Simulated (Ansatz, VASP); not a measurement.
# B107N107O (V_B-O_N): VASP beside Ansatz

One calculation is typed for both programs; each brings its own data sets. How far apart do they land? The structure shown is the end of the Ansatz relaxation below.

Calculated with Ansatz 0.2.0; plane waves, with VASP 6.6.1 beside it; single point at PBEsol.

### 1. The starting structure

The cell holds 215 atoms: 107 B, 107 N and 1 O. Its edges and angles: a = 13.011 Å, b = 13.011 Å, c = 13.322 Å, α = 90.0°, β = 90.0°, γ = 120.0°. It derives from BN (BN (P6_3/mmc)). Nearest the centre at fractional (0.500, 0.500, 0.375): O215 at 0.87 Å, B53 at 1.93 Å, B52 at 1.93 Å, N194 at 1.96 Å, N172 at 1.96 Å, B87 at 2.53 Å, B64 at 2.54 Å, N160 at 2.57 Å. The cell carries charge −1.

### 2. Ansatz: relaxation, PBEsol

Ansatz runs on its default PAW (the set named soft_2) files.

This run makes the geometry at which the two programs are then compared.

Contents of input.yaml:

```yaml
crystal:
  lattice:
    - [3.756, 2.168528, 0.0]
    - [-3.756, 2.168528, 0.0]
    - [0.0, 0.0, 6.661]
  atoms:
    - { symbol: B, position: [0.0, 0.66666667, 0.25] }
    - { symbol: B, position: [0.33333333, 0.33333333, 0.25] }
    - { symbol: B, position: [0.66666667, 0.0, 0.25] }
    - { symbol: B, position: [0.0, 0.33333333, 0.75] }
    - { symbol: B, position: [0.33333333, 0.0, 0.75] }
    - { symbol: B, position: [0.66666667, 0.66666667, 0.75] }
    - { symbol: "N", position: [0.0, 0.33333333, 0.25] }
    - { symbol: "N", position: [0.33333333, 0.0, 0.25] }
    - { symbol: "N", position: [0.66666667, 0.66666667, 0.25] }
    - { symbol: "N", position: [0.0, 0.66666667, 0.75] }
    - { symbol: "N", position: [0.33333333, 0.33333333, 0.75] }
    - { symbol: "N", position: [0.66666667, 0.0, 0.75] }
  supercell: [3, 3, 2]
  defects: [{ vacancy: 101 }, { substitution: { at: 106, symbol: O } }]
total_charge: -1
basis:
  ecutwfc: 420
  xc_grid: 2
hamiltonian:
  xc: pbesol
kpoints:
  mp_grid: { grid: [1, 1, 1] }
magnetization:
  spin_polarized: true
  initial_magnetization: 1
  spin_locking: { lock_magnetization: hard }
scf:
  occupations: { method: fermi_dirac, width: 0.01 }
  max_iter: 80
output:
  forces: true
  charged_corrections:
    epsilon: [4.79, 4.79, 2.73]
    static_epsilon: [6.56, 6.56, 3.17]
    defect_position: [0.5, 0.5, 0.375]
relax:
  f_tol: 0.01
  max_steps: 80
  random_displacement: { amplitude: 0.05, seed: 7015 }
checkpoint:
  write: "../qm1_M1.relax_smeared.run"
  compress: false
  write_wavefunctions: true
  write_every: 100000
```

Launch:

```bash
ansatz run input.yaml --threads 12 --pin off --max-ram 56524MiB --backend cuda --events-out ev --progress --plain --runs-dir out --max-vram 78GiB
```

Numbers of over 12 decimals in the logs are rounded to 6 here.

The program printed:

```text
Engine: ansatz 0.2.0, aarch64-unknown-linux-gnu
Pseudopotentials: kind: paw
Pseudopotential: B, paw, valence charge 3, recommended cutoff 420 eV (normal), B.paw.azcp
Pseudopotential: N, paw, valence charge 5, recommended cutoff 420 eV (normal), N.paw.azcp
Pseudopotential: O, paw, valence charge 6, recommended cutoff 420 eV (normal), O.paw.azcp
Functional definition: PBEsol
  exchange = pbesol_x
  correlation = pbesol_c
[...]
Crystal: 215 atoms, lattice volume = 1953.136 Å³
Basis set: ecut = 420 eV, 38193 PW (Γ), exchange–correlation on 180×180×180 points (8 copies of the dense FFT grid, shifted against one another)
Bands: 647, of which v1, the nominal top of the filled ones, is band 432 counted from 1 (431 counted from 0)
Symmetry: 1 space group operations
k-points: 1
Non-local potential: B, projectors of the file, l = 0: 2, l = 1: 2, l = 2: 1
Non-local potential: N, projectors of the file, l = 0: 2, l = 1: 2, l = 2: 1
Non-local potential: O, projectors of the file, l = 0: 2, l = 1: 2, l = 2: 1
PAW form: soft (Blöchl's): semilocal exchange-correlation on the pseudo side does not see the compensation charge
PAW frozen core: B, regenerated for the run's functional, and the local potential with it (the file was generated under x = pbe(κ = 0.804, μ = 0.219515), c = pbe(β = 0.066725))
PAW frozen core: N, regenerated for the run's functional, and the local potential with it (the file was generated under x = pbe(κ = 0.804, μ = 0.219515), c = pbe(β = 0.066725))
PAW frozen core: O, regenerated for the run's functional, and the local potential with it (the file was generated under x = pbe(κ = 0.804, μ = 0.219515), c = pbe(β = 0.066725))
PAW one-centre angular grid: B, 110 points (default); XC on 64 Gauss nodes
PAW one-centre angular grid: N, 110 points (default); XC on 64 Gauss nodes
PAW one-centre angular grid: O, 110 points (default); XC on 64 Gauss nodes
Starting moments: Σ|m| = 1 μB on 215 of 215 sites
Initial wavefunctions: pseudopotential atomic-orbital guess
[...]
Functional: x = pbesol(κ = 0.804, μ = 0.123457), c = pbesol(β = 0.046)
SCF iter   1: F=—  HF=-57789.523551 eV  |F-HF|=—  |Δ(HF+E_count)|=         —  Δρ=7.18e-2 (↑7.05e-2 ↓7.18e-2)  dr2=3.93e2  dr2_m=7.23e-1  M=1.000 μB ∫|m|=1.021 μB  β_m=0.30  ethr=3.10e-3  ⟨swp⟩=6.0  Hψ=5888  notcnv=0  defer=150
preconditioner: auto → Resta (q_TF=auto, 2.381 Å⁻¹)  ε∞=3.2  [insulator: Δε(μ)=0.117 eV  Ē_g=16.695 eV  σ=0.010 eV  W_gap=0.99  n_scr=406 (ndim 8)  ℏωp=24.7 eV  f_vac=0.000  D(μ)=0.58/eV (n_scr^D=0)  ε∞_Penn≈3.2]
spin=Collinear: Resta preconditioning applied to the charge; magnetization (m = ρ↑ − ρ↓) channel mixes plain (no charge-response kernel on spin).
SCF iter   2: F=—  HF=-57700.170025 eV  |F-HF|=—  |Δ(HF+E_count)|=    8.94e1  Δρ=4.17e-2 (↑4.10e-2 ↓4.17e-2)  dr2=1.27e2  dr2_m=4.48e-1  M=1.000 μB ∫|m|=1.040 μB  β_m=0.46  ethr=3.10e-3  ⟨swp⟩=2.0  Hψ=2374  notcnv=0  defer=410
[...]
SCF iter  11: F=-57652.234879 eV  HF=-57652.234878 eV  |F-HF|=9.44e-7  |Δ(HF+E_count)|=   6.16e-6  Δρ=4.32e-6 (↑4.21e-6 ↓4.32e-6)  dr2=9.54e-7  dr2_m=1.85e-8  M=1.000 μB ∫|m|=1.129 μB  ethr=2.90e-10  ⟨swp⟩=2.0  Hψ=3850  notcnv=0
SCF 1 converged in 11 iterations: F = -57652.234879 eV  dr2 = 9.54e-7
  greatest PAW one-centre occupation: 0.866 electrons in one spin orbital (limit 2), on the O atom at site 105 (counted from 0), in its partial waves of l = 0
relax step   1: F+E_penalty+E_count = -57652.23487929 eV  Δ(F+E_penalty+E_count) = +0.000e0 eV  max|allowed force component| = 4.988e0 eV/Å  Δτ_max = 0.0000 Å  (11 SCF iters, dr2 threshold 2.50e-6 eV, accepted)
[...]
Initial density: handed on by an earlier stage of this run
Starting moments: Σ|m| = 1 μB on 215 of 215 sites; this step starts from the density that it was given
[...]
iter 1 solved again at ethr=2.74e-4 eV; its pass at ethr=3.10e-3 eV (dr2=2.36e0 eV) is discarded
SCF iter   1: F=—  HF=-57661.005981 eV  |F-HF|=—  |Δ(HF+E_count)|=         —  Δρ=6.49e-3 (↑6.43e-3 ↓6.49e-3)  dr2=2.38e0  dr2_m=1.72e-2  M=1.000 μB ∫|m|=1.130 μB  β_m=0.30  ethr=2.74e-4  ⟨swp⟩=1.5  Hψ=6094  notcnv=0  defer=342
[...]
SCF 2 converged in 7 iterations: F = -57660.367296 eV  dr2 = 6.19e-5
[...]
SCF 3 converged in 7 iterations: F = -57662.913280 eV  dr2 = 7.55e-5
[...]
SCF 4 converged in 7 iterations: F = -57663.132569 eV  dr2 = 4.51e-5
[...]
SCF 5 converged in 7 iterations: F = -57663.133666 eV  dr2 = 1.22e-7
[...]
SCF 6 converged in 7 iterations: F = -57663.141077 eV  dr2 = 4.78e-7
[...]
SCF 7 converged in 8 iterations: F = -57663.142579 eV  dr2 = 1.94e-8
[...]
SCF 8 converged in 2 iterations: F = -57663.142579 eV  dr2 = 8.01e-9
[...]
SCF converged after 2 iterations
[...]
- { symbol: B, position: [0.888996, 8.599736167780314e-5, 0.624131] }
    - { symbol: B, position: [0.666733, 0.111299, 0.874959] }
    - { symbol: B, position: [0.777818, 0.000137241, 0.874968] }
    - { symbol: B, position: [0.888950, 0.222396, 0.874968] }
    - { symbol: N, position: [0.666788, 0.111213, 0.624657] }
    - { symbol: N, position: [0.777933, 0.000152801, 0.624380] }
    - { symbol: N, position: [0.889018, 0.222379, 0.624838] }
    - { symbol: N, position: [0.666741, 0.222413, 0.874951] }
    - { symbol: N, position: [0.777846, 0.111292, 0.874977] }
    - { symbol: N, position: [0.888951, 0.000166032, 0.874986] }
    - { symbol: B, position: [0.666327, 0.555616, 0.128239] }
    - { symbol: B, position: [0.777447, 0.444480, 0.126469] }
    - { symbol: B, position: [0.888656, 0.333339, 0.125529] }
    - { symbol: B, position: [0.663732, 0.448307, 0.374916] }
    - { symbol: B, position: [0.776196, 0.334212, 0.374959] }
    - { symbol: B, position: [0.887792, 0.555311, 0.374965] }
    - { symbol: N, position: [0.666458, 0.444400, 0.126594] }
    - { symbol: N, position: [0.777577, 0.333300, 0.125494] }
    - { symbol: N, position: [0.888669, 0.555553, 0.125753] }
    - { symbol: N, position: [0.670864, 0.559072, 0.375062] }
    - { symbol: N, position: [0.776128, 0.444727, 0.374886] }
    - { symbol: N, position: [0.887599, 0.333408, 0.375006] }
    - { symbol: B, position: [0.666617, 0.555778, 0.621519] }
    - { symbol: B, position: [0.777733, 0.444639, 0.623316] }
    - { symbol: B, position: [0.888941, 0.333494, 0.624388] }
    - { symbol: B, position: [0.666739, 0.444678, 0.874906] }
    - { symbol: B, position: [0.777845, 0.333547, 0.874940] }
    - { symbol: B, position: [0.888946, 0.555740, 0.874948] }
    - { symbol: N, position: [0.666750, 0.444566, 0.623181] }
    - { symbol: N, position: [0.777865, 0.333458, 0.624351] }
    - { symbol: N, position: [0.888952, 0.555711, 0.624030] }
    - { symbol: N, position: [0.666749, 0.555737, 0.874926] }
    - { symbol: N, position: [0.777856, 0.444630, 0.874931] }
    - { symbol: N, position: [0.888965, 0.333515, 0.874956] }
    - { symbol: B, position: [0.666475, 0.888658, 0.126544] }
    - { symbol: B, position: [0.777469, 0.777647, 0.127112] }
    - { symbol: B, position: [0.888482, 0.666649, 0.126520] }
    - { symbol: B, position: [0.666636, 0.776752, 0.375111] }
    - { symbol: B, position: [0.776638, 0.666753, 0.375083] }
    - { symbol: B, position: [0.888799, 0.888916, 0.375202] }
    - { symbol: N, position: [0.666537, 0.777798, 0.126685] }
    - { symbol: N, position: [0.777621, 0.666714, 0.126662] }
    - { symbol: N, position: [0.888778, 0.888954, 0.125719] }
    - { symbol: N, position: [0.666943, 0.890093, 0.375093] }
    - { symbol: N, position: [0.779849, 0.779965, 0.375136] }
    - { symbol: N, position: [0.889979, 0.667062, 0.375066] }
    - { symbol: B, position: [0.666764, 0.888810, 0.623312] }
    - { symbol: B, position: [0.777755, 0.777797, 0.622692] }
    - { symbol: B, position: [0.888764, 0.666806, 0.623278] }
    - { symbol: B, position: [0.666718, 0.777909, 0.874919] }
    - { symbol: B, position: [0.777808, 0.666818, 0.874948] }
    - { symbol: B, position: [0.888904, 0.889005, 0.874977] }
    - { symbol: N, position: [0.666827, 0.777951, 0.623162] }
    - { symbol: N, position: [0.777908, 0.666868, 0.623126] }
    - { symbol: N, position: [0.889067, 0.889109, 0.624158] }
    - { symbol: N, position: [0.666738, 0.889067, 0.874950] }
    - { symbol: N, position: [0.777848, 0.777948, 0.874955] }
    - { symbol: N, position: [0.888966, 0.666838, 0.874969] }
```

### 3. VASP: single point, PBEsol

The same cell, functional, mesh and smearing now go to VASP, with its own data sets.

Lines of VASP's logs that name or quote its potential files are left out, and so is its time.

Contents of INCAR:

```
SYSTEM = B107N107O
PREC = Accurate
ENCUT = 520
EDIFF = 1E-06
NELM = 200
ISMEAR = -1
SIGMA = 0.01
LREAL = Auto
ALGO = Normal
GGA = PS
NELECT = 863
NBANDS = 582
ISPIN = 2
MAGMOM = -0 -0 -0 0 0 0 -0 -0 -0 0 0 -0 -0 -0 -0 -0 0 -0 -0 -0 -0 -0 -0 -0 -0 -0 -0 0 -0 0 -0 -0 -0 -0 -0 -0 -0 -0 -0 0 -0 -0 -0 -0 -0 -0 -0 -0 -0 -0 -0 0 0 -0 -0 -0 -0 -0 0 -0 -0 0 0 0 -0 -0 -0 0 0 0 -0 -0 -0 -0 -0 0 0 -0 -0 -0 -0 -0 -0 0 -0 -0 0 0 -0 0 -0 -0 0 0 -0 -0 -0 -0 -0 -0 -0 -0 -0 -0 -0 -0 0 0 0 0 0 0 0 0 0 0 -0 -0 -0 -0 0 -0 0 0 -0 -0 0 -0 -0 0 -0 0 -0 0 0 0 -0 0 -0 0 -0 -0 -0 0 -0 -0 -0 0 0 0 -0 -0 -0 0 -0 -0 -0 -0 0 0 -0 -0 -0 -0 0 -0 0 -0 -0 0 0.02 0.24 0 -0 -0 -0 -0 -0 -0 0 0 -0 0 0 -0 0 0 -0 -0 -0 -0 0 -0 0.24 0.02 0 -0 0 -0 -0 -0 -0 -0 -0 -0 0.01 0.01 0.01 -0 -0 -0 -0 -0 -0 -0
LORBIT = 11
LWAVE = .FALSE.
LCHARG = .FALSE.
ISIF = 2
NUPDOWN = 1
LASPH = .TRUE.
GGA_COMPAT = .FALSE.
```

Contents of POSCAR:

```
B107N107O
1.0
   11.2680000000      6.5055840000      0.0000000000
  -11.2680000000      6.5055840000      0.0000000000
    0.0000000000      0.0000000000     13.3220000000
B N O
107 107 1
Direct
    0.9998600000      0.2222600000      0.1254500000
    0.1109900000      0.1111700000      0.1255200000
[... 3 atom lines left out ...]
    0.2193400000      0.2194600000      0.3750500000
[... 10 atom lines left out ...]
    0.1089100000      0.3318100000      0.3749900000
    0.2234300000      0.5538200000      0.3749100000
[... 21 atom lines left out ...]
    0.3316900000      0.1090300000      0.3751000000
[... 1 atom line left out ...]
    0.5537100000      0.2235500000      0.3749700000
[... 6 atom lines left out ...]
    0.3333200000      0.5556800000      0.1269100000
    0.4446300000      0.4448100000      0.1271800000
    0.5555000000      0.3334900000      0.1268600000
    0.3310000000      0.4395900000      0.3747700000
    0.4394800000      0.3311200000      0.3748300000
    0.3336100000      0.5558400000      0.6230000000
    0.4449300000      0.4449800000      0.6226500000
    0.5558000000      0.3336600000      0.6229400000
[... 5 atom lines left out ...]
    0.5554400000      0.6665100000      0.1282700000
[... 1 atom line left out ...]
    0.4481900000      0.6638500000      0.3749700000
[... 3 atom lines left out ...]
    0.5557300000      0.6666600000      0.6215700000
[... 15 atom lines left out ...]
    0.6663300000      0.5556200000      0.1282400000
[... 2 atom lines left out ...]
    0.6637300000      0.4483100000      0.3749200000
[... 2 atom lines left out ...]
    0.6666200000      0.5557800000      0.6215200000
[... 8 atom lines left out ...]
    0.6666400000      0.7767500000      0.3751100000
    0.7766400000      0.6667500000      0.3750800000
[... 24 atom lines left out ...]
    0.2186300000      0.3300200000      0.3749300000
[... 21 atom lines left out ...]
    0.3299100000      0.2187500000      0.3750600000
[... 8 atom lines left out ...]
    0.3331900000      0.4444700000      0.1267200000
    0.4442900000      0.3333700000      0.1267000000
    0.5553600000      0.5555300000      0.1263700000
    0.3337600000      0.5521600000      0.3748500000
    0.5520500000      0.3338800000      0.3748600000
    0.3334900000      0.4446300000      0.6231300000
    0.4445900000      0.3335400000      0.6231100000
    0.5556500000      0.5557000000      0.6234600000
[... 4 atom lines left out ...]
    0.4442300000      0.6666400000      0.1266500000
[... 2 atom lines left out ...]
    0.4446100000      0.7762400000      0.3749700000
    0.5589500000      0.6709800000      0.3750700000
[... 1 atom line left out ...]
    0.4445200000      0.6667900000      0.6232500000
[... 16 atom lines left out ...]
    0.6664600000      0.4444000000      0.1265900000
[... 2 atom lines left out ...]
    0.6708600000      0.5590700000      0.3750600000
    0.7761300000      0.4447300000      0.3748900000
[... 1 atom line left out ...]
    0.6667500000      0.4445700000      0.6231800000
[... 6 atom lines left out ...]
    0.7776200000      0.6667100000      0.1266600000
[... 1 atom line left out ...]
    0.6669400000      0.8900900000      0.3750900000
    0.7798500000      0.7799700000      0.3751400000
    0.8899800000      0.6670600000      0.3750700000
[... 1 atom line left out ...]
    0.7779100000      0.6668700000      0.6231300000
[... 4 atom lines left out ...]
    0.4328800000      0.4329900000      0.3745600000
```

Contents of KPOINTS:

```
Automatic mesh
0
Gamma
1 1 1
0 0 0
```

The projector-augmented-wave data sets are B, N and O (PBE family, release 64).

Launch:

```bash
export OMP_NUM_THREADS=3
mpirun -np 1 vasp_gam
```

The program printed:

```text
[banner, memory and clock lines left out]
running    1 mpi-ranks, on    1 nodes
[...]
Offloading initialized ...    1 GPUs detected
[...]
|                                                                             |
|               ----> ADVICE to this user running VASP <----                  |
|                                                                             |
|     You enforced a specific xc type in the INCAR file but a different       |
|     [... a line on the potential file left out ...]
|     I HOPE YOU KNOW WHAT YOU ARE DOING!                                     |
|                                                                             |

 LDA part: xc-table for (Slater+PW92), standard interpolation
 POSCAR, INCAR and KPOINTS ok, starting setup
[...]
entering main loop
       N       E                     dE             d eps       ncg     rms          rms(c)
DAV:   1     0.808823837776E+04    0.80882E+04   -0.48875E+05  2336   0.148E+03
DAV:   2    -0.113668750565E+04   -0.92249E+04   -0.86266E+04  3456   0.379E+02
DAV:   3    -0.211436688255E+04   -0.97768E+03   -0.96525E+03  2728   0.127E+02
DAV:   4    -0.214006715836E+04   -0.25700E+02   -0.25636E+02  2768   0.217E+01
DAV:   5    -0.214059854712E+04   -0.53139E+00   -0.53099E+00  2736   0.313E+00BRMIX: very serious problems
 the old and the new charge density differ
 old charge density:   862.00000 new  862.99999
    0.809E+01
DAV:   6    -0.197528188604E+04    0.16532E+03   -0.44679E+02  2544   0.248E+01    0.371E+01
DAV:   7    -0.195943257623E+04    0.15849E+02   -0.27005E+01  2600   0.654E+00    0.226E+01
DAV:   8    -0.195471742555E+04    0.47152E+01   -0.14888E+01  2600   0.452E+00    0.328E+00
DAV:   9    -0.195465206716E+04    0.65358E-01   -0.69234E-01  2616   0.112E+00    0.146E+00
[...]
DAV:  17    -0.195467434745E+04    0.60572E-05   -0.63993E-06  2800   0.564E-03    0.745E-03
DAV:  18    -0.195467434456E+04    0.28884E-05   -0.69717E-06  2544   0.646E-03    0.444E-03
DAV:  19    -0.195467434476E+04   -0.20062E-06   -0.61244E-06  2368   0.307E-03
   1 F= -.19546743E+04 E0= -.19546743E+04  d E =-.170580E-11  mag=     1.0001
```

OUTCAR, selected parts (step 3):

```text
 magnetization (x)
# of ion       s       p       d       tot
------------------------------------------
    1       -0.000  -0.000   0.000  -0.000
    2       -0.000  -0.000   0.000  -0.000
    3       -0.000  -0.000   0.000  -0.000
    4        0.000   0.000   0.000   0.000
    5        0.000   0.000   0.000   0.000
    6        0.000   0.000   0.000   0.000
[...]
213       -0.000  -0.000   0.000  -0.000
  214        0.000  -0.000   0.000  -0.000
  215       -0.000  -0.000   0.000  -0.001
--------------------------------------------------
tot          0.088   0.703   0.000   0.791
```

The run ends at a pressure of 1.50 GPa, with forces up to 0.077 eV/Å.

### 4. Side by side

Known differences besides the potentials themselves: VASP starts from the moments at which Ansatz ended; the cutoff is 420 eV in Ansatz and 520 eV in VASP (PREC = Accurate, projectors in real space); Ansatz makes its cores anew for this functional, VASP keeps those of its PBE data sets; site moments are counted in spheres of each program's own size. Total energies have different zeros and are not compared.

The two programs side by side:

```csv
quantity,Ansatz,VASP,difference
"total moment, fixed by the input (μB)",1.00,1.00,0.00
moment on N194 (μB),0.24,0.34,-0.10
moment on N172 (μB),0.24,0.34,-0.10
```

At this near-relaxed geometry the largest component of a force difference is 75 meV/Å. The cell carries a charge of -1 e against a uniform background, so its pressure also hangs on how the neutralising background is counted, and in a defect's cell a gap may be the spacing between its levels.

### 5. Summary of results

| Quantity | Value |
| --- | --- |
| difference in moment on N194 (single point, PBEsol) | -0.097 μB |

In words: The difference in moment on N194 is -0.097 μB (single point, PBEsol). How closely two codes agree says nothing of how well the functional describes the real material.

[Lines on the potential files, build, host, timing and source positions are cut from VASP's logs without a mark.]

[Logs are printed without paths, hosts, clocks, repeated set-up lines and the standing remarks that a program may print on its own settings, such as how far it seeks lower states.]

[Hosts, paths, dates, database ids (printed as entryN), source tags and the programs' standing remarks are cut or masked in the printed files.]
